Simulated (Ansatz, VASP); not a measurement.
# Two plane-wave programs on SnO2 (Cassiterite)

```
Sn O
1.0
     4.72019    0.00000    0.00000
     0.00000    4.72019    0.00000
     0.00000    0.00000    3.18877
Sn O
2 4
Cartesian
  0.0000 0.0000 0.0000
  2.3601 2.3601 1.5944
  1.4447 1.4447 0.0000
  0.9154 3.8048 1.5944
  3.2755 3.2755 0.0000
  3.8048 0.9154 1.5944
```

Alike in both runs: functional LDA; k mesh 6 × 6 × 8; occupations fermi-dirac, width 0.02 eV; no spin polarisation.

Ansatz relaxed the structure, and its values are those at the end. VASP's run is a single point on that final structure, the one shown.

|  | VASP | Ansatz |
| --- | --- | --- |
| version | VASP 6.6.1 | Ansatz 0.2.0 |
| potentials or method | VASP PAW LDA potentials, release 64 (Sn_d, O) | PAW plane waves |
| plane-wave cutoff (eV) | 520 | 420 |
| valence electrons in the cell | 52 | 52 |

```tsv
	VASP	Ansatz	Ansatz less VASP
gap on the k mesh at the Fermi level (eV)	1.21	1.18	-0.029
pressure (GPa)	1.4	0.0	-1.40
rms of the force components (eV/Å)	0.013	0.000	-0.0128
```

Ansatz warned: «pseudo_functional_mismatch».

Caveats: spin-orbit coupling is left out, which moves the levels of the heavy elements. Expect the measured gap to be larger: semilocal functionals such as LDA lack the derivative discontinuity.
